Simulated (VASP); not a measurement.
# Blue phosphorene and its bilayer, part 5 of 8

Aim: relax blue phosphorene, place its levels against the vacuum, then find how two sheets stack and bind.

VASP 6.6.1; r2SCAN with rVV10; plane waves and PAW (P).

So far. Step 6 (The slab in a field, field 0.1): Energy at zero smearing: -17.54779 eV.

### Step 7. A rigid stacking

System of this step: bilayer of blue phosphorene. The cell holds 4 atoms: 4 P. Its edges and angles: a = 3.260 Å, b = 3.260 Å, c = 22.538 Å, α = 90.0°, β = 90.0°, γ = 120.0°. upper sheet same orientation, shifted by (0.00, 0.00). Vacuum lies along c.

Two rigid sheets are set at a typed distance in several high-symmetry stackings, to find where to start. The upper sheet is shifted or turned in the plane and never flipped over.

The input, INCAR:

```
SYSTEM = P
PREC = Normal
ENCUT = 350
EDIFF = 1E-05
NELM = 120
ISMEAR = 0
SIGMA = 0.03
LREAL = .FALSE.
ALGO = Normal
METAGGA = R2SCAN
LUSE_VDW = .TRUE.
IVDW_NL = 2
BPARAM = 11.95
CPARAM = 0.0093
LASPH = .TRUE.
NBANDS = 16
LORBIT = 11
LWAVE = .FALSE.
LCHARG = .FALSE.
KPAR = 4
IDIPOL = 3
LDIPOL = .TRUE.
DIPOL = 0.5 0.5 0.5
```

The input, POSCAR:

```
P
1.0
    3.2597576605      0.0000000000      0.0000000000
   -1.6298788303      2.8230329442      0.0000000000
    0.0000000000      0.0000000000     22.5377061808
P
4
Direct
    0.3333333300      0.6666666700      0.3771457500
    0.6666666700      0.3333333300      0.4312263600
    0.3333333300      0.6666666700      0.5687736400
    0.6666666700      0.3333333300      0.6228542500
```

The input, KPOINTS:

```
Automatic mesh
0
Gamma
12 12 1
0 0 0
```

PAW data sets: P (PBE family, release 64).

Run with:

```sh
> mpirun -np 4 vasp_std
```

What it wrote:

```text
[banner, memory and clock lines left out]
running    4 mpi-ranks, on    1 nodes
 distrk:  each k-point on    1 cores,    4 groups
 distr:  one band on    1 cores,    1 groups

 POSCAR found type information on POSCAR P
 POSCAR found :  1 types and       4 ions
 [... a notice as in an earlier step ...]

 [... a notice as in an earlier step ...]

 LDA part: xc-table for (None), standard interpolation
 POSCAR, INCAR and KPOINTS ok, starting setup
 FFT: planning ... GRIDC
 FFT: planning ... GRID_SOFT
 FFT: planning ... GRID
 WAVECAR not read
 entering main loop
       N       E                     dE             d eps       ncg     rms          rms(c)
Total rVV10 correction in eV:      0.4585139    23.2262648
Total rVV10 correction in eV:      0.4585139    23.2262648
Total rVV10 correction in eV:      0.4585139    23.2262648
Total rVV10 correction in eV:      0.4585139    23.2262648
DAV:   1     0.829734938084E+02    0.82973E+02   -0.58390E+03   608   0.686E+02
DAV:   2    -0.303025178031E+02   -0.11328E+03   -0.10788E+03   848   0.155E+02
DAV:   3    -0.389344728928E+02   -0.86320E+01   -0.85806E+01   856   0.503E+01
DAV:   4    -0.390919819533E+02   -0.15751E+00   -0.15726E+00   888   0.801E+00
DAV:   5    -0.390964197470E+02   -0.44378E-02   -0.44362E-02   920   0.121E+00    0.113E+01
Total rVV10 correction in eV:      0.4661791    23.2268453
Total rVV10 correction in eV:      0.4661791    23.2268453
Total rVV10 correction in eV:      0.4661791    23.2268453
Total rVV10 correction in eV:      0.4661791    23.2268453
DAV:   6    -0.352018638192E+02    0.38946E+01   -0.40335E-01   760   0.463E+00    0.747E+00
Total rVV10 correction in eV:      0.4891913    23.2269254
Total rVV10 correction in eV:      0.4891913    23.2269254
Total rVV10 correction in eV:      0.4891913    23.2269254
Total rVV10 correction in eV:      0.4891913    23.2269254
DAV:   7    -0.352065812089E+02   -0.47174E-02   -0.18509E-01   784   0.274E+00    0.888E-01
Total rVV10 correction in eV:      0.4866241    23.2267260
Total rVV10 correction in eV:      0.4866241    23.2267260
Total rVV10 correction in eV:      0.4866241    23.2267260
Total rVV10 correction in eV:      0.4866241    23.2267260
DAV:   8    -0.352036229895E+02    0.29582E-02   -0.14271E-02   872   0.742E-01    0.250E-01
Total rVV10 correction in eV:      0.4871372    23.2266679
Total rVV10 correction in eV:      0.4871372    23.2266679
Total rVV10 correction in eV:      0.4871372    23.2266679
Total rVV10 correction in eV:      0.4871372    23.2266679
DAV:   9    -0.352041030924E+02   -0.48010E-03   -0.92421E-04   960   0.191E-01    0.147E-01
Total rVV10 correction in eV:      0.4872269    23.2265825
Total rVV10 correction in eV:      0.4872269    23.2265825
Total rVV10 correction in eV:      0.4872269    23.2265825
Total rVV10 correction in eV:      0.4872269    23.2265825
DAV:  10    -0.352044194439E+02   -0.31635E-03   -0.30508E-04   856   0.112E-01    0.164E-01
Total rVV10 correction in eV:      0.4880896    23.2264948
Total rVV10 correction in eV:      0.4880896    23.2264948
Total rVV10 correction in eV:      0.4880896    23.2264948
Total rVV10 correction in eV:      0.4880896    23.2264948
DAV:  11    -0.352046387186E+02   -0.21927E-03   -0.16642E-04   824   0.974E-02    0.107E-02
Total rVV10 correction in eV:      0.4881401    23.2264595
Total rVV10 correction in eV:      0.4881401    23.2264595
Total rVV10 correction in eV:      0.4881401    23.2264595
Total rVV10 correction in eV:      0.4881401    23.2264595
DAV:  12    -0.352046796763E+02   -0.40958E-04   -0.53198E-06   736   0.173E-02    0.565E-03
Total rVV10 correction in eV:      0.4883185    23.2263635
Total rVV10 correction in eV:      0.4883185    23.2263635
Total rVV10 correction in eV:      0.4883185    23.2263635
Total rVV10 correction in eV:      0.4883185    23.2263635
DAV:  13    -0.352047822199E+02   -0.10254E-03   -0.25884E-05   720   0.280E-02    0.380E-03
Total rVV10 correction in eV:      0.4883381    23.2263387
Total rVV10 correction in eV:      0.4883381    23.2263387
Total rVV10 correction in eV:      0.4883381    23.2263387
Total rVV10 correction in eV:      0.4883381    23.2263387
DAV:  14    -0.352048030873E+02   -0.20867E-04   -0.14674E-06   664   0.864E-03    0.247E-03
Total rVV10 correction in eV:      0.4883967    23.2262685
Total rVV10 correction in eV:      0.4883967    23.2262685
Total rVV10 correction in eV:      0.4883967    23.2262685
Total rVV10 correction in eV:      0.4883967    23.2262685
DAV:  15    -0.352048629220E+02   -0.59835E-04   -0.12852E-05   688   0.157E-02    0.219E-03
Total rVV10 correction in eV:      0.4884069    23.2262599
Total rVV10 correction in eV:      0.4884069    23.2262599
Total rVV10 correction in eV:      0.4884069    23.2262599
Total rVV10 correction in eV:      0.4884069    23.2262599
DAV:  16    -0.352048704823E+02   -0.75603E-05   -0.13481E-06   648   0.702E-03
Total rVV10 correction in eV:      0.4883936    23.2262652
Total rVV10 correction in eV:      0.4883936    23.2262652
Total rVV10 correction in eV:      0.4883936    23.2262652
Total rVV10 correction in eV:      0.4883936    23.2262652
Total rVV10 correction in eV:      0.4884021    23.2262599
Total rVV10 correction in eV:      0.4884021    23.2262599
Total rVV10 correction in eV:      0.4884021    23.2262599
Total rVV10 correction in eV:      0.4884021    23.2262599
   1 F= -.35204870E+02 E0= -.35204870E+02  d E =-.619399E-13
```

The job ended after 30 s (4 MPI ranks of Intel Xeon 6975P-C (Granite Rapids), shared host; peak memory 1.1 GiB; 2 min of CPU time).

OUTCAR, selected parts (step 7):

```text
   k-points           NKPTS =     19   k-points in BZ     NKDIM =     19   number of bands    NBANDS=     16

   ENCUT  =  350.0 eV  25.72 Ry    5.07 a.u.   4.97  4.97 34.38*2*pi/ulx,y,z

   NELECT =      20.0000    total number of electrons

 E-fermi :  -1.2634

 k-point     1 :       0.0000    0.0000    0.0000
  band No.  band energies     occupation
    ...
      6      -2.5259      2.00000
      7      -2.5259      2.00000
      8      -2.4656      2.00000
      9      -2.4656      2.00000
     10      -1.4839      2.00000
     11       1.9095      0.00000
     12       1.9096      0.00000
     13       1.9386      0.00000
     14       1.9386      0.00000
     15       2.1408      0.00000
    ...

  Total        0.2213369      0.2213369      0.5148134     -0.0000000      0.0000000      0.0000000
  in kB        1.7098322      1.7098322      3.9769440     -0.0000000      0.0000000      0.0000000
  external PRESSURE =       2.4655361 kB  Pullay stress =       0.0000000 kB

 POSITION                                       TOTAL-FORCE (eV/Angst)
 -----------------------------------------------------------------------------------
     -0.00000      1.88202      8.50000        -0.000000      0.000000     -0.053285
      1.62988      0.94101      9.71885         0.000000     -0.000000     -0.086110
     -0.00000      1.88202     12.81885         0.000000      0.000000      0.086110
      1.62988      0.94101     14.03771         0.000000      0.000000      0.053285
 -----------------------------------------------------------------------------------
    total drift:                                0.000000     -0.000000     -0.000000

  FREE ENERGIE OF THE ION-ELECTRON SYSTEM (eV)
  ---------------------------------------------------
  free  energy   TOTEN  =       -35.2048704823 eV

  energy  without entropy=      -35.2048704823  energy(sigma->0) =      -35.20487048

 vacuum level on the upper side and lower side of the slab         4.221         4.221

[... 3 parts as in an earlier step ...]

[... 13 further parts left out ...]
```

Numbers from this step:

| Property | Result |
| --- | --- |
| electronic cycles | 16 |
| electrons | 20 |
| free energy (TOTEN) | -35.20 eV |
| Fermi energy | -1.263 eV |
| dipole moment | 0, 0, 0 e·Å |
| gap on the k-mesh | 1.038 eV |
| least direct gap on the k-mesh | 1.862 eV |

Force by atom:

```csv
atom,x (eV/Å),y (eV/Å),z (eV/Å),size
P1,0.0000,0.0000,-0.0533,0.0533
P2,0.0000,0.0000,-0.0861,0.0861
P3,0.0000,0.0000,0.0861,0.0861
P4,0.0000,0.0000,0.0533,0.0533
```

Energy at zero smearing: -35.20487 eV.

### Step 8. A rigid stacking

INCAR is that of step 7.

Edit POSCAR of step 7 so:

```diff
@@ -10,3 +10,3 @@
     0.6666666700      0.3333333300      0.4312263600
-    0.3333333300      0.6666666700      0.5687736400
-    0.6666666700      0.3333333300      0.6228542500
+    0.6666666700      0.3333333300      0.5687736400
+    0.0000000000      1.0000000000      0.6228542500
```

KPOINTS is that of step 7.

Run with:

```sh
> mpirun -np 4 vasp_std
```

What it wrote:

```text
[... set-up lines as in an earlier step ...]
 entering main loop
       N       E                     dE             d eps       ncg     rms          rms(c)
Total rVV10 correction in eV:      0.4595215    23.2262763
Total rVV10 correction in eV:      0.4595215    23.2262763
Total rVV10 correction in eV:      0.4595215    23.2262763
Total rVV10 correction in eV:      0.4595215    23.2262763
DAV:   1     0.827935331540E+02    0.82794E+02   -0.58363E+03   608   0.685E+02
DAV:   2    -0.299449955624E+02   -0.11274E+03   -0.10804E+03   864   0.154E+02
DAV:   3    -0.387168040754E+02   -0.87718E+01   -0.87239E+01   864   0.507E+01
DAV:   4    -0.388730047121E+02   -0.15620E+00   -0.15604E+00   864   0.808E+00
DAV:   5    -0.388771299432E+02   -0.41252E-02   -0.41247E-02   928   0.119E+00    0.115E+01
Total rVV10 correction in eV:      0.4684268    23.2271317
Total rVV10 correction in eV:      0.4684268    23.2271317
Total rVV10 correction in eV:      0.4684268    23.2271317
Total rVV10 correction in eV:      0.4684268    23.2271317
[...]
Total rVV10 correction in eV:      0.4925620    23.2262610
DAV:  14    -0.349093781047E+02   -0.38486E-04   -0.62717E-06   656   0.120E-02    0.143E-03
Total rVV10 correction in eV:      0.4925692    23.2262616
Total rVV10 correction in eV:      0.4925692    23.2262616
Total rVV10 correction in eV:      0.4925692    23.2262616
Total rVV10 correction in eV:      0.4925692    23.2262616
DAV:  15    -0.349093926701E+02   -0.14565E-04   -0.57163E-06   648   0.979E-03    0.183E-03
Total rVV10 correction in eV:      0.4925589    23.2262639
Total rVV10 correction in eV:      0.4925589    23.2262639
Total rVV10 correction in eV:      0.4925589    23.2262639
Total rVV10 correction in eV:      0.4925589    23.2262639
DAV:  16    -0.349093959161E+02   -0.32461E-05   -0.61107E-07   480   0.506E-03
Total rVV10 correction in eV:      0.4925463    23.2262713
Total rVV10 correction in eV:      0.4925463    23.2262713
Total rVV10 correction in eV:      0.4925463    23.2262713
Total rVV10 correction in eV:      0.4925463    23.2262713
Total rVV10 correction in eV:      0.4925552    23.2262654
Total rVV10 correction in eV:      0.4925552    23.2262654
Total rVV10 correction in eV:      0.4925552    23.2262654
Total rVV10 correction in eV:      0.4925552    23.2262654
   1 F= -.34909396E+02 E0= -.34909396E+02  d E =-.332608E-15
```

Run time: 30 s. Hardware: 4 MPI ranks; peak memory 1.1 GiB; 1.9 min of CPU time.

OUTCAR, selected parts (step 8):

```text
  Total        0.1239583      0.1239583      3.0375352     -0.0000000      0.0000000     -0.0000000
  in kB        0.9575804      0.9575804     23.4650202     -0.0000000      0.0000000     -0.0000000
  external PRESSURE =       8.4600603 kB  Pullay stress =       0.0000000 kB

 POSITION                                       TOTAL-FORCE (eV/Angst)
 -----------------------------------------------------------------------------------
     -0.00000      1.88202      8.50000         0.000000      0.000000     -0.200423
      1.62988      0.94101      9.71885        -0.000000      0.000000     -0.636796
      1.62988      0.94101     12.81885         0.000000     -0.000000      0.636796
      0.00000      0.00000     14.03771        -0.000000      0.000000      0.200423
 -----------------------------------------------------------------------------------
    total drift:                               -0.000001      0.000022     -0.000041

  FREE ENERGIE OF THE ION-ELECTRON SYSTEM (eV)
  ---------------------------------------------------
  free  energy   TOTEN  =       -34.9093959161 eV

  energy  without entropy=      -34.9093959161  energy(sigma->0) =      -34.90939592

[... 2 parts as in an earlier step ...]

[... 1 further part left out ...]
[key lines of the parts left out:]
E-fermi :  -0.9718
```

Energy at zero smearing: -34.90940 eV.

### Step 9. A rigid stacking

INCAR is that of step 8.

Edit POSCAR of step 8 so:

```diff
@@ -10,3 +10,3 @@
     0.6666666700      0.3333333300      0.4312263600
-    0.6666666700      0.3333333300      0.5687736400
-    0.0000000000      1.0000000000      0.6228542500
+    1.0000000000      0.0000000000      0.5687736400
+    0.3333333300      0.6666666700      0.6228542500
```

KPOINTS is that of step 8.

Run with:

```sh
> mpirun -np 4 vasp_std
```

What it wrote:

```text
[... set-up lines as in an earlier step ...]
 entering main loop
       N       E                     dE             d eps       ncg     rms          rms(c)
Total rVV10 correction in eV:      0.4584559    23.2262745
Total rVV10 correction in eV:      0.4584559    23.2262745
Total rVV10 correction in eV:      0.4584559    23.2262745
Total rVV10 correction in eV:      0.4584559    23.2262745
DAV:   1     0.831927856886E+02    0.83193E+02   -0.58268E+03   608   0.685E+02
DAV:   2    -0.301539219656E+02   -0.11335E+03   -0.10804E+03   872   0.154E+02
DAV:   3    -0.388915464869E+02   -0.87376E+01   -0.86867E+01   848   0.505E+01
DAV:   4    -0.390465145065E+02   -0.15497E+00   -0.15481E+00   896   0.804E+00
DAV:   5    -0.390506865653E+02   -0.41721E-02   -0.41716E-02   920   0.119E+00    0.113E+01
Total rVV10 correction in eV:      0.4664841    23.2273248
Total rVV10 correction in eV:      0.4664841    23.2273248
Total rVV10 correction in eV:      0.4664841    23.2273248
Total rVV10 correction in eV:      0.4664841    23.2273248
[...]
Total rVV10 correction in eV:      0.4896178    23.2262736
DAV:  15    -0.351631636911E+02   -0.64876E-04   -0.15325E-05   680   0.170E-02    0.208E-03
Total rVV10 correction in eV:      0.4896267    23.2262628
Total rVV10 correction in eV:      0.4896267    23.2262628
Total rVV10 correction in eV:      0.4896267    23.2262628
Total rVV10 correction in eV:      0.4896267    23.2262628
DAV:  16    -0.351631743239E+02   -0.10633E-04   -0.21841E-06   616   0.769E-03    0.113E-03
Total rVV10 correction in eV:      0.4896198    23.2262631
Total rVV10 correction in eV:      0.4896198    23.2262631
Total rVV10 correction in eV:      0.4896198    23.2262631
Total rVV10 correction in eV:      0.4896198    23.2262631
DAV:  17    -0.351631764462E+02   -0.21222E-05   -0.70064E-07   544   0.507E-03
Total rVV10 correction in eV:      0.4896092    23.2262706
Total rVV10 correction in eV:      0.4896092    23.2262706
Total rVV10 correction in eV:      0.4896092    23.2262706
Total rVV10 correction in eV:      0.4896092    23.2262706
Total rVV10 correction in eV:      0.4896167    23.2262640
Total rVV10 correction in eV:      0.4896167    23.2262640
Total rVV10 correction in eV:      0.4896167    23.2262640
Total rVV10 correction in eV:      0.4896167    23.2262640
   1 F= -.35163176E+02 E0= -.35163176E+02  d E =-.310163E-14
```

It took 32 s on 4 MPI ranks; peak memory 1.1 GiB; 2.1 min of CPU time.

From OUTCAR (step 9):

```text
  Total        0.5103107      0.5103107      0.5355767     -0.0000000      0.0000000      0.0000000
  in kB        3.9421607      3.9421607      4.1373407     -0.0000000      0.0000000      0.0000000
  external PRESSURE =       4.0072207 kB  Pullay stress =       0.0000000 kB

 POSITION                                       TOTAL-FORCE (eV/Angst)
 -----------------------------------------------------------------------------------
     -0.00000      1.88202      8.50000        -0.000000      0.000000     -0.010942
      1.62988      0.94101      9.71885        -0.000000      0.000000     -0.165936
      0.00000      0.00000     12.81885         0.000000      0.000000      0.165936
     -0.00000      1.88202     14.03771         0.000000     -0.000000      0.010942
 -----------------------------------------------------------------------------------
    total drift:                                0.000013     -0.000008     -0.000353

  FREE ENERGIE OF THE ION-ELECTRON SYSTEM (eV)
  ---------------------------------------------------
  free  energy   TOTEN  =       -35.1631764462 eV

  energy  without entropy=      -35.1631764462  energy(sigma->0) =      -35.16317645

[... 2 parts as in an earlier step ...]

[... 1 further part left out ...]
[key lines of the parts left out:]
E-fermi :  -1.2262
```

Energy at zero smearing: -35.16318 eV.

(Continued in part 6 of 8.)

[Lines on the potential files, build, host, timing and source positions are cut from VASP's logs without a mark.]

[Logs are printed without paths, hosts, clocks, repeated set-up lines and the standing remarks that a program may print on its own settings, such as how far it seeks lower states.]

[Hosts, paths, dates, database ids (printed as entryN), source tags and the programs' standing remarks are cut or masked in the printed files.]

[Runs that stopped without an error message from VASP are left out.]
